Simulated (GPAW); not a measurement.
Crystal: SrO.

```
CELL_PARAMETERS angstrom
0.00000 2.56630 2.56630
2.56630 0.00000 2.56630
2.56630 2.56630 0.00000
ATOMIC_POSITIONS crystal
Sr 0.50000 0.50000 0.50000
O 0.00000 0.00000 0.00000
```

Base run:

| Property | Result |
| --- | --- |
| Program | GPAW 26.7.0 |
| Functional | PBE |
| Potentials or basis | GPAW PAW data sets (gpaw-data 1.2.1) |
| Cutoff | 800 eV |
| Basis | pw |
| k mesh | 9 × 9 × 9 |
| Occupations | gaussian, width 0.018 eV |
| Spin | no spin polarisation |

Its results: band gap on the k mesh 3.42 eV, indirect (least direct gap 3.50 eV); pressure 3.8 GPa.

Task: The run is repeated on the same cell with these changes: functional from PBE to r2SCAN; occupations from gaussian, width 0.018 eV to fermi-dirac, width 0.05 eV. What comes out?

Result: Band gap on the k mesh 3.89 eV, indirect (least direct gap 3.97 eV); pressure 2.1 GPa.

Caveats: an odd mesh through Γ misses points on the zone boundary, where band edges often lie (some runs); the PAW data sets were made with another functional, which shifts forces and pressure a little (some runs).
